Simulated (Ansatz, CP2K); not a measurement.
This is a calculation of Al for Ansatz 0.2.0. This isn't the form of Al at room conditions, which is fcc.

input.yaml

```yaml
crystal:
  lattice:
    - [4.54673, 0.0, 0.0]
    - [-2.27337, 3.93758, 0.0]
    - [0.0, 0.0, 2.75393]
  atoms:
    - { symbol: Al, position: [0.33333, 0.66667, 0.5] }
    - { symbol: Al, position: [0.66667, 0.33333, 0.5] }
hamiltonian:
  xc: pbe
  pseudopotentials: { kind: paw, azcp: { folder: soft_1 } }
kpoints:
  mp_grid: { grid: [7, 7, 10] }
scf:
  occupations: { method: fermi_dirac, width: 0.05 }
output:
  forces: true
  stress: true
  eigenvalues: true
```

Potentials or basis: Ansatz PAW soft_1.

Run with:

```console
$ ansatz run input.yaml --threads 1 --pin off --max-ram 3584MiB --backend cpu --events-out ev --progress --plain --runs-dir out
```

Q: Translate it to CP2K 2026.2. Potentials or basis there: POTENTIAL_UZH Al GTH-PBE-q3; TZVP-MOLOPT-PBE-GTH basis.

A: As run (cutoffs and basis follow the program's own potentials, and thresholds, step limits or extra output files can differ):

File al_scf.inp:

```
&GLOBAL
  PROJECT al_scf
  RUN_TYPE ENERGY_FORCE
  PRINT_LEVEL LOW
&END GLOBAL
&FORCE_EVAL
  METHOD QS
  STRESS_TENSOR ANALYTICAL
  &DFT
    BASIS_SET_FILE_NAME BASIS_MOLOPT_UZH
    POTENTIAL_FILE_NAME POTENTIAL_UZH
    &MGRID
      CUTOFF 450
      REL_CUTOFF 60
      NGRIDS 5
    &END MGRID
    &QS
      METHOD GPW
      EPS_DEFAULT 1.0E-10
    &END QS
    &KPOINTS
      SCHEME MONKHORST-PACK 7 7 10
      GAMMA_CENTERED T
      SYMMETRY T
      SYMMETRY_BACKEND SPGLIB
    &END KPOINTS
    &SCF
      SCF_GUESS ATOMIC
      EPS_SCF 1.0E-6
      MAX_SCF 100
      ADDED_MOS 10
      CHOLESKY OFF
      EPS_EIGVAL 1.0E-7
      &DIAGONALIZATION ON
        ALGORITHM STANDARD
      &END DIAGONALIZATION
      &MIXING ON
        METHOD BROYDEN_MIXING
        ALPHA 0.4
        BETA 1.5
        NBUFFER 8
      &END MIXING
      &SMEAR ON
        METHOD FERMI_DIRAC
        ELECTRONIC_TEMPERATURE [K] 580.226
      &END SMEAR
    &END SCF
    &XC
      &XC_FUNCTIONAL PBE
      &END XC_FUNCTIONAL
    &END XC
    &PRINT
      &KPOINTS ON
      &END KPOINTS
      &MULLIKEN ON
      &END MULLIKEN
      &MO ON
        ENERGIES T
        OCCUPATION_NUMBERS T
        &EACH
          QS_SCF 0
        &END EACH
        ADD_LAST NUMERIC
      &END MO
      &LOWDIN ON
      &END LOWDIN
      &HIRSHFELD ON
        SHAPE_FUNCTION DENSITY
      &END HIRSHFELD
    &END PRINT
  &END DFT
  &SUBSYS
    &CELL
      A 4.5467300000 0.0000000000 0.0000000000
      B -2.2733700000 3.9375800000 0.0000000000
      C 0.0000000000 0.0000000000 2.7539300000
      PERIODIC XYZ
    &END CELL
    &COORD
      SCALED
      Al  0.3333300000 0.6666700000 0.5000000000
      Al  0.6666700000 0.3333300000 0.5000000000
    &END COORD
    &KIND Al
      BASIS_SET TZVP-MOLOPT-PBE-GTH-q3
      POTENTIAL GTH-PBE-q3
    &END KIND
    &PRINT
      &ATOMIC_COORDINATES ON
      &END ATOMIC_COORDINATES
      &CELL ON
      &END CELL
    &END PRINT
  &END SUBSYS
  &PRINT
    &FORCES ON
    &END FORCES
    &STRESS_TENSOR ON
    &END STRESS_TENSOR
  &END PRINT
&END FORCE_EVAL
```

Potentials or basis: POTENTIAL_UZH Al GTH-PBE-q3; TZVP-MOLOPT-PBE-GTH basis.

Command:

```sh
$ OMP_NUM_THREADS=1 cp2k.psmp -i al_scf.inp -o al_scf.out
```

Both were run:

|  | Ansatz | CP2K |
| --- | --- | --- |
| Pressure | -0.1 GPa | 0.0 GPa |

Ansatz's pressure holds a Pulay term of +0.02 GPa for its cutoff of 420 eV, which the other run lacks.

Where Ansatz's input types no cutoff or centring, it takes its own default and a Γ-centred mesh.

Pressure is positive in compression.
